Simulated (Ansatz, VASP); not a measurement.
## ZrSe2: VASP beside Ansatz

Contents of INCAR:

```
SYSTEM = ZrSe2
  PREC = Accurate
  ENCUT = 520
  EDIFF = 1E-7
  ISMEAR = -1
  SIGMA = 0.05
  LREAL = .FALSE.
  LASPH = .TRUE.
  NELM = 100
  ALGO = Normal
  ISIF = 2
  LWAVE = .FALSE.
  LCHARG = .FALSE.
  GGA = PE
  NBANDS = 19
```

Contents of KPOINTS:

```
regular mesh
0
G
  8 8 5
  0 0 0
```

POSCAR

```
ZrSe2
1.0
    3.7466693833      0.0000000000      0.0000000000
   -1.8733346917      3.2447108656      0.0000000000
    0.0000000000      0.0000000000      6.1083140657
Zr Se
1 2
Direct
    0.0000000000      0.0000000000      0.0000000000
    0.6666666667      0.3333333333      0.7500000000
    0.3333333333      0.6666666667      0.2500000000
```

The input input.yaml:

```yaml
crystal:
  lattice:
    - [3.7466693833, 0.0, 0.0]
    - [-1.8733346917, 3.2447108656, 0.0]
    - [0.0, 0.0, 6.1083140657]
  atoms:
    - { symbol: Zr, position: [0.0, 0.0, 0.0] }
    - { symbol: Se, position: [0.6666666667, 0.3333333333, 0.75] }
    - { symbol: Se, position: [0.3333333333, 0.6666666667, 0.25] }
hamiltonian:
  xc: pbe
  pseudopotentials: { kind: paw }
kpoints:
  mp_grid: { grid: [8, 8, 5] }
scf:
  occupations: { method: fermi_dirac, width: 0.05 }
output:
  forces: true
  stress: true
  eigenvalues: true
```

Change from the starting cell: volume scaled by 0.96.

Alike in both runs: task single point; functional PBE; k mesh 8 × 8 × 5; occupations fermi-dirac, width 0.05 eV; no spin polarisation.

|  | VASP | Ansatz |
| --- | --- | --- |
| version | VASP 6.6.1 | Ansatz 0.2.0 |
| potentials or method | VASP PAW PBE potentials, release 64 (Zr_sv, Se) | Ansatz PAW |
| plane-wave cutoff (eV) | 520 | 420 |
| valence electrons in the cell | 24 | 44 |

Ansatz gave:

* gap on the k mesh at the Fermi level (eV): 0.36
* least direct gap on the mesh (eV): 1.05
* pressure (GPa): 5.6
* largest component of the traceless stress (GPa): 0.97
* rms of the force components (eV/Å): 0.356

What did VASP give for the same quantities?

gap on the k mesh at the Fermi level (eV): 0.36; least direct gap on the mesh (eV): 1.04; pressure (GPa): 5.7; largest component of the traceless stress (GPa): 0.97; rms of the force components (eV/Å): 0.366.

Atom by atom the forces differ by 0.010 eV/Å (rms over components). The functional is the same, so the differences come from potentials, cutoffs and numerics. The two sets of potentials don't hold the same shells in valence.

Caveats: this functional lacks dispersion, which binds the layers, so the pressure and a relaxed spacing across them are unreliable; an odd mesh through Γ misses points on the zone boundary, where band edges often lie (VASP); odd divisions of the mesh miss points on the zone boundary, where band edges often lie, so the gap on the mesh can be too wide (Ansatz).
